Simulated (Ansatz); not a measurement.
## Te2Mo under changes of volume

One of the cells (133.495 Å³/atom); the others are scaled copies at fixed shape and fractional positions:

```
CELL_PARAMETERS angstrom
6.36161 0.00000 0.00000
0.00000 3.48040 0.00000
-0.08574 0.00000 36.17589
ATOMIC_POSITIONS crystal
Te 0.42925 0.75000 0.54070
Te 0.57075 0.25000 0.45930
Te 0.92085 0.25000 0.55653
Te 0.07915 0.75000 0.44347
Mo 0.18135 0.25000 0.49747
Mo 0.81865 0.75000 0.50253
```

- Program: Ansatz 0.2.0
- Functional: PBE
- Potentials or basis: PseudoDojo standard (PBE files)
- Cutoff: 1120 eV
- Density cutoff: 4480 eV
- k mesh: 4 × 8 × 1
- Occupations: fermi-dirac, width 0.05 eV
- Spin: no spin polarisation

| volume (Å³/atom) | energy over the lowest point (meV/atom) | largest force (eV/Å) |
| --- | --- | --- |
| 125.485 | 37.33 | 1.373 |
| 128.155 | 17.52 | 0.972 |
| 130.825 | 5.34 | 0.602 |
| 133.495 | 0.00 | 0.262 |
| 136.165 | ? | ? |
| 138.835 | 7.04 | 0.342 |
| 141.505 | 18.21 | 0.609 |

Problem. What does the run at 136.165 Å³/atom give?

Solution. Energy over the lowest point 0.78 meV/atom; largest force 0.116 eV/Å.

Worked out: A Birch-Murnaghan fit of order 3 (a polynomial in V^(-2/3)) to the other rows has its minimum at 134.46 Å³/atom with B0 = V·E''(V) = 17.8 GPa and B' = 4.5 at fixed shape and positions, which overstates the stiffness. It gives 0.78 meV/atom at 136.165 Å³/atom, against the run's 0.78.

Energies are extrapolated to zero smearing.
